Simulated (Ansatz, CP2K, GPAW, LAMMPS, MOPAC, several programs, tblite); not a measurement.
# HgSe: cheap methods against density-functional theory

Aim: run HgSe through methods of unlike cost and see what each gets, and at what price.

Program: LAMMPS, MOPAC, tblite, CP2K, GPAW, Ansatz (versions at each run). Level of theory: no spin polarisation, static lattice; gaps from single points on the cell relaxed beforehand with r²SCAN. These are calculated values, not measurements.

**1. The starting structure**

Symmetry: F-43m, No. 216, cubic system. The conventional cell has a = 6.185 Å, b = 6.185 Å, c = 6.185 Å, α = 90.00°, β = 90.00°, γ = 90.00°. Hg (site symmetry -43m) is surrounded by 4 Se at 2.68 Å. Around Se (site symmetry -43m) lie 4 Hg at 2.68 Å.

Structure file:

```cif
data_structure
_symmetry_space_group_name_H-M 'P 1'
_symmetry_Int_Tables_number 1
_cell_length_a 4.3737
_cell_length_b 4.3737
_cell_length_c 4.3737
_cell_angle_alpha 60.000
_cell_angle_beta 60.000
_cell_angle_gamma 60.000
_cell_volume 59.16
loop_
_atom_site_label
_atom_site_type_symbol
_atom_site_fract_x
_atom_site_fract_y
_atom_site_fract_z
_atom_site_occupancy
Hg1 Hg 0.00000 0.00000 0.00000 1
Se1 Se 0.25000 0.25000 0.25000 1
```

**Question.** The methods are CdTeZnSeHgS0.sw, PM6, PM7, GFN1-xTB (tblite), GFN2-xTB (tblite), PBE/DZVP, PBE/single-zeta, PBE/SZV, coarse PBE, PBE, r2SCAN. What gap does r2SCAN give on this cell, and which other methods (full PBE left aside) come nearest to r2SCAN and farthest in gap, volume and bulk modulus?

| quantity | value |
| --- | --- |
| r2SCAN | no gap, 29.58 Å³/atom, B₀ 50 GPa |
| gap: nearest and farthest of the other methods | GFN1-xTB (tblite), GFN2-xTB (tblite), PBE/DZVP, PBE/single-zeta, PBE/SZV, coarse PBE (about 0.00 eV off); PM7 (+1.87 eV) |
| volume: nearest and farthest of the other methods | GFN1-xTB (tblite) (-1.1 %), PBE/SZV (+11.6 %) |
| bulk modulus: nearest and farthest of the other methods | CdTeZnSeHgS0.sw (+3 %), GFN1-xTB (tblite) (-30 %) |

What this shows: For the gap (full PBE left aside), GFN1-xTB (tblite), GFN2-xTB (tblite), PBE/DZVP, PBE/single-zeta, PBE/SZV, coarse PBE tie for nearest to r2SCAN; PM7 is farthest. Among the 4 methods compared for the volume (full PBE left aside), GFN1-xTB (tblite) is nearest to r2SCAN and PBE/SZV farthest. Among the 4 methods compared for the bulk modulus (full PBE left aside), CdTeZnSeHgS0.sw is nearest to r2SCAN and GFN1-xTB (tblite) farthest. Classical potentials are fitted to lattice constants of common crystals, so a close volume there is built in, not predicted. A minimal basis or a coarse cutoff and mesh shifts results by its own error, so closeness to r2SCAN can be chance. Cluster runs see only the k-points that fold onto the zone centre, so their gaps can miss the band edges. No volume is given for PM6, PM7, GFN2-xTB (tblite), PBE/single-zeta, coarse PBE, which can hide a larger miss. CPU times run from 0.12 s (CdTeZnSeHgS0.sw) to 16 s (PBE/DZVP). On this cell PBE/DZVP cost more than r2SCAN itself (13 s), so it is no saving here. PM6, PM7 disagree with r2SCAN even on whether there is a gap. Semilocal functionals can close a small real gap, so r2SCAN's «no gap» may be its own error. r2SCAN is a yardstick, not the truth. Spin-orbit coupling is left out throughout. Against the measured bulk modulus of HgSe, 51.6 GPa (quoted in “The pseudo-binary mercury chalcogenide alloy HgSe0.7S0.3 at high pressure: a mechanism of the zinc blende/cinnabar reconstructive phase transition”, 2002, arxiv:cond-mat/0209548), the calculated 50 GPa is off by -3.0 %. That value is r2SCAN's, at fixed shape and without vibrations.
